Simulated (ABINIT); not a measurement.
Crystal: NaCl.

```
CELL_PARAMETERS angstrom
0.00000 2.79406 2.79406
2.79406 0.00000 2.79406
2.79406 2.79406 0.00000
ATOMIC_POSITIONS crystal
Cl 0.50000 0.50000 0.50000
Na 0.00000 0.00000 0.00000
```

The cell is a database's computed one.

Base run:

* Program: ABINIT 10.8.3 (patched build)
* Functional: PBE
* Potentials or basis: SPMS NC PBE v1.0
* Cutoff: 599 eV
* k mesh: 6 × 6 × 6
* Occupations: fixed
* Spin: no spin polarisation

Its results: band gap on the k mesh 5.21 eV, direct; pressure 1.6 GPa.

The run is repeated on the same cell with these changes: functional from PBE to HSE06. What comes out?

Band gap on the k mesh 6.51 eV, direct; pressure 1.0 GPa.

HSE06 gives the wider gap, since exact exchange removes part of the self-interaction.

Caveats: Libxc's HSE differs a little from that of other programs (some runs); the potentials were made for another functional, which shifts forces and pressure (some runs).

